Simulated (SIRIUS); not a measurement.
Slab: C, a slab with vacuum.

```xyz
2
Lattice="2.4562 0.0000 0.0000 -1.2281 2.1271 0.0000 0.0000 0.0000 8.5238" Properties=species:S:1:pos:R:3 pbc="T T T"
C     1.2281    0.7090    0.0000
C     0.0000    1.4181    0.0000
```

| Property | Result |
| --- | --- |
| Program | SIRIUS 7.10.0 |
| Task | single point |
| Functional | PBEsol |
| Potentials or basis | PseudoDojo 0.4.1 PBEsol standard (scalar relativistic) |
| Cutoff | 1127 eV |
| Density cutoff | 4507 eV |
| k mesh | 12 × 12 × 3 |
| Occupations | fermi-dirac, width 0.05 eV |
| Spin | no spin polarisation |

On this cell: largest force under 0.003 eV/Å; band gap on the k mesh none (metal or under the smearing width).

The same run follows on a disturbed copy (atoms moved at random, drawn with an rms of 0.05 Å):

```
C
1.0
     2.45617    0.00000    0.00000
    -1.22809    2.12711    0.00000
     0.00000    0.00000    8.52380
C
2
Direct
  0.65630 0.33472 0.99940
  0.32410 0.66274 0.99900
```

Problem. What does the disturbed cell give?

Solution. The energy (extrapolated to zero smearing) moves by +2.4 meV/atom; largest force 0.714 eV/Å; band gap on the k mesh 0.20 eV.

Forces on the atoms (eV/Å):
```
C    0.461 -0.542 -0.059
C   -0.461  0.542  0.059
```

Stress tensor (GPa, compression positive):
```
 1.43 -0.20  0.01
-0.20  0.96 -0.01
 0.01 -0.01 -0.05
```

A k mesh can miss the band edges.
